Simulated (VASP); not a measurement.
# InH3 (P4/mmm) in VASP: equation of state with vdW-DF-cx

Aim: the equation of state of InH3 with vdW-DF-cx.

Program: VASP 6.6.1. These are calculated values, not measurements. Logs are shortened: lines on timing, memory, paths and dates and some standing lists are left out, and cuts for length are marked.

**1. Starting point**

It takes space group P4/mmm (No. 123, tetragonal). The conventional cell has a = 2.980 Å, b = 2.980 Å, c = 5.652 Å, α = 90.00°, β = 90.00°, γ = 90.00°. In (site symmetry 4/mmm) is surrounded by 4 In at 2.98 Å and 8 H at 3.19 Å. H (site symmetry mmm) is surrounded by 2 H at 1.49 Å. H (site symmetry 4/mmm) is surrounded by 4 H at 1.49 Å.

The cell was built by a generator and needn't be a form met in nature.

**2. Equation of state, vdW-DF-cx**

Contents of run.py:

```python
from ase.calculators.vasp import Vasp
from ase.eos import EquationOfState
from ase.io import Trajectory
from ase.io import read
from ase.units import GPa

atoms = read('InH3.xyz')
calc = Vasp(
    directory='calc',
    xc='vdw-df-cx',
    pp='PBE',
    setups='recommended',
    prec='Accurate',
    encut=520,
    ediff=1e-06,
    ismear=0,
    sigma=0.1,
    lreal=False,
    lasph=True,
    nelm=80,
    algo='Normal',
    isif=2,
    lwave=False,
    lcharg=False,
    kpts=[9, 9, 5],
    gamma=True,
)
atoms.calc = calc
cell = atoms.cell.copy()
volumes, energies = [], []
traj = Trajectory('eos.traj', 'w')
for x in [0.94, 0.96, 0.98, 1.0, 1.02, 1.04, 1.06]:
    atoms.set_cell(cell * x ** (1 / 3), scale_atoms=True)
    volumes.append(atoms.get_volume())
    energies.append(atoms.get_potential_energy())
    traj.write(atoms)
    print(f'{x:5.2f} {volumes[-1]:12.5f} {energies[-1]:14.6f}')

v0, e0, B = EquationOfState(volumes, energies, eos='sj').fit()
print(f'V0 = {v0:.4f} A^3, E0 = {e0:.6f} eV, B = {B / GPa:.2f} GPa')
```

Contents of InH3.xyz:

```xyz
4
Lattice="2.9799736100 0.0000000000 0.0000000000 0.0000000000 2.9799736100 0.0000000000 0.0000000000 0.0000000000 5.6516626700" Properties=species:S:1:pos:R:3 pbc="T T T"
In     0.0000000000      0.0000000000      0.0000000000
H      1.4899868050      0.0000000000      2.8258313350
H      0.0000000000      1.4899868050      2.8258313350
H      1.4899868050      1.4899868050      2.8258313350
```

Potentials or basis: VASP PAW PBE potentials, release 64 (In_d, H).

Run with:

```sh
> python run.py
```

Log:

```text
<dir> UserWarning: vdW has been enabled, however no location for the vdw_kernel.bindat file has been specified. Set ASE_VASP_VDW environment variable to copy the vdW kernel.
  warnings.warn(
 0.94     47.17685      -6.111378
 0.96     48.18061      -6.070924
 0.98     49.18437      -6.027733
 1.00     50.18814      -5.982172
 1.02     51.19190      -5.934618
 1.04     52.19566      -5.885554
 1.06     53.19942      -5.835199
V0 = 40.5108 A^3, E0 = -6.261817 eV, B = 59.52 GPa
```

OUTCAR:

```text
ENCUT = 520.000000
   EDIFF = 1.00e-06
   GGA = CX
   PREC = Accurate
   ISIF = 2
   ISMEAR = 0
   NELM = 80
   LASPH = .TRUE.
   LREAL = .FALSE.

 ion  position               nearest neighbor table
   1  0.000  0.000  0.000-
   2  0.500  0.000  0.500-
   3  0.000  0.500  0.500-
   4  0.500  0.500  0.500-

  LATTYP: Found a simple tetragonal cell.
 ALAT       =     3.0384193032
 C/A-ratio  =     1.8965478926

  Lattice vectors:

 A1 = (   3.0384193032,   0.0000000000,   0.0000000000)
 A2 = (   0.0000000000,   3.0384193032,   0.0000000000)
 A3 = (   0.0000000000,   0.0000000000,   5.7625077263)

Analysis of symmetry for initial positions (statically):
=====================================================================
 Subroutine PRICEL returns:
 Original cell was already a primitive cell.

 Routine SETGRP: Setting up the symmetry group for a
 simple tetragonal supercell.

 Subroutine GETGRP returns: Found 16 space group operations
 (whereof 16 operations were pure point group operations)
 out of a pool of 16 trial point group operations.

The static configuration has the point symmetry D_4h.

Analysis of symmetry for dynamics (positions and initial velocities):
=====================================================================
 Subroutine PRICEL returns:
 Original cell was already a primitive cell.

 Routine SETGRP: Setting up the symmetry group for a
 simple tetragonal supercell.

 Subroutine GETGRP returns: Found 16 space group operations
 (whereof 16 operations were pure point group operations)
 out of a pool of 16 trial point group operations.

The dynamic configuration has the point symmetry D_4h.

 Subroutine INISYM returns: Found 16 space group operations
 (whereof 16 operations are pure point group operations),
 and found     1 'primitive' translations

----------------------------------------------------------------------------------------

                                     Primitive cell

  volume of cell :      53.1994

  direct lattice vectors                    reciprocal lattice vectors
     3.038419303  0.000000000  0.000000000     0.329118499  0.000000000  0.000000000
     0.000000000  3.038419303  0.000000000     0.000000000  0.329118499  0.000000000
     0.000000000  0.000000000  5.762507726     0.000000000  0.000000000  0.173535559

  length of vectors
     3.038419303  3.038419303  5.762507726     0.329118499  0.329118499  0.173535559

  position of ions in fractional coordinates (direct lattice)
     0.000000000  0.000000000  0.000000000
     0.500000000  0.000000000  0.500000000
     0.000000000  0.500000000  0.500000000
     0.500000000  0.500000000  0.500000000

  ion indices of the primitive-cell ions
   primitive index   ion index
                 1           1
                 2           2
                 3           3
                 4           4

----------------------------------------------------------------------------------------

 KPOINTS: KPOINTS created by Atomic Simulation Env

Automatic generation of k-mesh.
 Grid dimensions read from file:
 generate k-points for:    9    9    5

 Generating k-lattice:

  Cartesian coordinates                     Fractional coordinates (reciprocal lattice)
     0.036568722  0.000000000  0.000000000     0.111111111  0.000000000  0.000000000
     0.000000000  0.036568722  0.000000000     0.000000000  0.111111111  0.000000000
     0.000000000  0.000000000  0.034707112     0.000000000  0.000000000  0.200000000

  Length of vectors
     0.036568722  0.036568722  0.034707112

  Shift w.r.t. Gamma in fractional coordinates (k-lattice)
     0.000000000  0.000000000  0.000000000

 Subroutine IBZKPT returns following result:
 ===========================================

 Found     45 irreducible k-points:

 Following reciprocal coordinates:
            Coordinates               Weight
  0.000000  0.000000  0.000000      1.000000
  0.111111  0.000000  0.000000      4.000000
  0.222222  0.000000  0.000000      4.000000
  0.333333  0.000000  0.000000      4.000000
  0.444444  0.000000  0.000000      4.000000
  0.111111  0.111111  0.000000      4.000000
[... 16 lines left out ...]
  0.333333  0.111111  0.200000     16.000000
  0.444444  0.111111  0.200000     16.000000
 [... further k-points ...]
   k-points           NKPTS =     45   k-points in BZ     NKDIM =     45   number of bands    NBANDS=     12
   number of dos      NEDOS =    301   number of ions     NIONS =      4
   total plane-waves  NPLWV =  27648
   dimension x,y,z NGX =    24 NGY =   24 NGZ =   48
   dimension x,y,z NGXF=    48 NGYF=   48 NGZF=   96
   ions per type =               1   3
   NGX,Y,Z   is equivalent  to a cutoff of  13.13, 13.13, 13.85 a.u.
   NGXF,Y,Z  is equivalent  to a cutoff of  26.26, 26.26, 27.70 a.u.
 SYSTEM =  unknown system
   PREC   = accura    normal or accurate (medium, high low for compatibility)
   ISTART =      0    job   : 0-new  1-cont  2-samecut
   ICHARG =      2    charge: 1-file 2-atom 10-const
   ISPIN  =      1    spin polarized calculation?
   LNONCOLLINEAR =      F non collinear calculations
   LSORBIT =      F    spin-orbit coupling
   LASPH  =      T    aspherical Exc in radial PAW
   ENCUT  =  520.0 eV  38.22 Ry    6.18 a.u.   5.65  5.65 10.71*2*pi/ulx,y,z
   NELM   =     80;   NELMIN=  2; NELMDL=  0     # of ELM steps
   EDIFF  = 0.1E-05   stopping-criterion for ELM
   LREAL  =      F    real-space projection
[... 7 lines left out ...]
   TEBEG  =    0.0;   TEEND  =   0.0 temperature during run
   PSTRESS=    0.0 pullay stress
   NELECT =      16.0000    total number of electrons
   NUPDOWN=      -1.0000    fix difference up-down
   EMIN   =  10.00;   EMAX   =-10.00  energy-range for DOS
   EFERMI =   0.00;   METHOD = LEGACY
   ISMEAR =     0;   SIGMA  =   0.10  broadening in eV -4-tet -1-fermi 0-gaus
   EFERMI_NEDOS =   21; number of points for ismear=-14 and -15
   IALGO  =     38    algorithm
   IMIX   =      4    mixing-type and parameters
     AMIX     =   0.40;   BMIX     =  1.00
     AMIX_MAG =   1.60;   BMIX_MAG =  1.00
  volume/ion in A,a.u.               =      13.30        89.75
  Fermi-wavevector in a.u.,A,eV,Ry     =   1.096846  2.072739 16.368791  1.203072
  Thomas-Fermi vector in A             =   2.233196
   LORBIT       =      0    0 simple, 1 ext, 2 COOP (PROOUT), +10 PAW based schemes
   GGA     = CX    functional components
   LHFCALC =     F    Hartree Fock is set to
   AEXX    =    0.0000 exact exchange contribution
   IVDW_NL    =     1    kernel type
   BPARAM     = 6.3000
   IVDW    =     0    specifies the selected vdW correction
   LEPSILON=     F    determine dielectric tensor
   LRPA    =     F    only Hartree local field effects (RPA)
 non-spin polarized calculation
 Gauss-broadening in eV      SIGMA  =   0.10
  energy-cutoff  :      520.00
  volume of cell :       53.20
 maximum number of plane-waves:      1445
 NGX is ok and might be reduce to    24
   NGX = 11   NGY = 11   NGZ = 21

 number of electron      16.0000000 magnetization

 Free energy of the ion-electron system (eV)
  ---------------------------------------------------
  ext. energy  EPLUGINS =         0.00000000
  ---------------------------------------------------
  free energy    TOTEN  =        -5.83675877 eV

  energy without entropy =       -5.83363915  energy(sigma->0) =       -5.83519896

 E-fermi :   2.3608     XC(G=0):  -8.6795

 val. band max:        2.2994216330   @ k =   0.2222   0.0000   0.0000
 cond. band min:       2.3780363165   @ k =   0.4444   0.2222   0.0000
 fundamental gap:      0.0786146835
 Fermi energy:         2.3608277172

 k-point     1 :       0.0000    0.0000    0.0000
  band No.  band energies     occupation
      1     -12.6621      2.00000
      2     -12.4392      2.00000
      3     -12.0877      2.00000
      4     -12.0877      2.00000
      5     -11.9363      2.00000
      6      -6.2535      2.00000
      7      -3.7696      2.00000
      8       1.4227      2.00000
      9       5.6865      0.00000
     10       9.5387      0.00000
     11      10.8789      0.00000
     12      10.8789      0.00000
[... 331 lines left out ...]
 k-point    24 :       0.4444    0.1111    0.2000
  band No.  band energies     occupation
      1     -12.4248      2.00000
      2     -12.3305      2.00000
      3     -12.1666      2.00000
      4     -12.0951      2.00000
      5     -11.9895      2.00000
      6      -2.9901      2.00000
      7      -1.5904      2.00000
      8       0.3814      2.00000
      9       1.5482      2.00000
     10       5.3122      0.00000
     11       8.1504      0.00000
     12       8.5398      0.00000

 [... further k-points ...]
[... 5 lines left out ...]
  --------------------------------------------------------------------------------------
  -------------------------------------------------------------------------------------
  Total       -2.7864603     -2.7864603     -2.6086311      0.0000000      0.0000000      0.0000000
  in kB      -83.9182663    -83.9182663    -78.5626835      0.0000000      0.0000000      0.0000000
  external PRESSURE =     -82.1330720 kB  Pullay stress =       0.0000000 kB

 VOLUME and BASIS-vectors are now :
 -----------------------------------------------------------------------------
  energy-cutoff  :      520.00
  volume of cell :       53.20
      direct lattice vectors                 reciprocal lattice vectors
     3.038419303  0.000000000  0.000000000     0.329118499  0.000000000  0.000000000
     0.000000000  3.038419303  0.000000000     0.000000000  0.329118499  0.000000000
     0.000000000  0.000000000  5.762507726     0.000000000  0.000000000  0.173535559

 POSITION                                       TOTAL-FORCE (eV/Angst)
 -----------------------------------------------------------------------------------
      0.00000      0.00000      0.00000         0.000000      0.000000      0.000000
      1.51921      0.00000      2.88125         0.000000      0.000000      0.000000
      0.00000      1.51921      2.88125         0.000000      0.000000      0.000000
      1.51921      1.51921      2.88125         0.000000      0.000000      0.000000
 -----------------------------------------------------------------------------------
    total drift:                                0.000000      0.000000      0.000000

  FREE ENERGIE OF THE ION-ELECTRON SYSTEM (eV)
  ---------------------------------------------------
  free  energy   TOTEN  =        -5.8367587663 eV

  energy  without entropy=       -5.8336391498  energy(sigma->0) =       -5.83519896

Total vdW correction in eV:      2.8945013
```

INCAR:

```text
AGGAC = 0.000000
ENCUT = 520.000000
SIGMA = 0.100000
EDIFF = 1.00e-06
ALGO = Normal
GGA = CX
PREC = Accurate
ISIF = 2
ISMEAR = 0
NELM = 80
LASPH = .TRUE.
LCHARG = .FALSE.
LUSE_VDW = .TRUE.
LWAVE = .FALSE.
LREAL = .FALSE.
```

Run time: 3.9 min. Hardware: 1 thread of Intel Xeon Platinum 8559C (Emerald Rapids), shared host; peak memory 0.36 GiB.

What came out:

* Equilibrium volume: outside the volumes run

Energy against volume, from the lowest point:
| volume (Å³/atom) | energy (meV/atom) |
| --- | --- |
| 11.794 | 0.00 |
| 12.045 | 10.11 |
| 12.296 | 20.91 |
| 12.547 | 32.30 |
| 12.798 | 44.19 |
| 13.049 | 56.46 |
| 13.300 | 69.04 |

Caveat: the PAW data sets were made with another functional, which shifts forces and pressure a little.
